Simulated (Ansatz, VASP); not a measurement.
# TiB2: VASP beside Ansatz

File INCAR:

```
SYSTEM = TiB2
PREC     = Accurate       ! precision mode
ENCUT    = 520            ! plane-wave cutoff, eV
EDIFF    = 1E-7           ! SCF threshold, eV
ISMEAR   = -1             ! smearing method
SIGMA    = 0.05           ! smearing width, eV
LREAL    = .FALSE.        ! projectors in reciprocal space
LASPH    = .TRUE.         ! aspherical terms in the spheres
NELM     = 80             ! most SCF steps
ALGO     = Normal         ! electronic algorithm
ISIF     = 2              ! what is computed and relaxed
LWAVE    = .FALSE.        ! write WAVECAR
LCHARG   = .TRUE.         ! write CHGCAR
GGA      = PE             ! functional
LELF     = .TRUE.         ! ELF
LVHAR    = .TRUE.       
NBANDS   = 16             ! bands
```

KPOINTS

```
Automatic mesh
0
G
  10 10 8
  0 0 0
```

Contents of POSCAR:

```
TiB2
1.0
    3.0292000000      0.0000000000      0.0000000000
   -1.5146000000      2.6233641531      0.0000000000
    0.0000000000      0.0000000000      3.2284000000
Ti B
1 2
Direct
   -0.0033710000     -0.0139150000     -0.0152660000
    0.6563980000      0.3134780000      0.5027410000
    0.3314890000      0.6664920000      0.4940860000
```

The input input.yaml:

```yaml
crystal:
  lattice:
    - [3.0292, 0.0, 0.0]
    - [-1.5146, 2.6233641531, 0.0]
    - [0.0, 0.0, 3.2284]
  atoms:
    - { symbol: Ti, position: [-0.003371, -0.013915, -0.015266] }
    - { symbol: B, position: [0.656398, 0.313478, 0.502741] }
    - { symbol: B, position: [0.331489, 0.666492, 0.494086] }
hamiltonian:
  xc: pbe
  pseudopotentials: { kind: paw }
kpoints:
  mp_grid: { grid: [10, 10, 8] }
scf:
  occupations: { method: fermi_dirac, width: 0.05 }
output:
  forces: true
  stress: true
  eigenvalues: true
```

Change from the starting cell: atoms moved at random, drawn with an rms of 0.05 Å.

Alike in both runs: task single point; functional PBE; k mesh 10 × 10 × 8; occupations fermi-dirac, width 0.05 eV; no spin polarisation.

|  | VASP | Ansatz |
| --- | --- | --- |
| version | VASP 6.6.1 | Ansatz 0.2.0 |
| potentials or method | VASP PAW PBE potentials, release 64 (Ti_sv, B) | Ansatz PAW |
| plane-wave cutoff (eV) | 520 | 420 |
| valence electrons in the cell | 18 | 18 |

|  | VASP | Ansatz | Ansatz less VASP |
| --- | --- | --- | --- |
| gap on the k mesh at the Fermi level (eV) | none | none | - |
| pressure (GPa) | 1.1 | 0.9 | -0.17 |
| largest component of the traceless stress (GPa) | 1.66 | 1.65 | -0.010 |
| rms of the force components (eV/Å) | 0.495 | 0.492 | -0.0029 |

Atom by atom the forces differ by 0.003 eV/Å (rms over components). A gap of «none» marks a metal or a gap that the smearing closes.
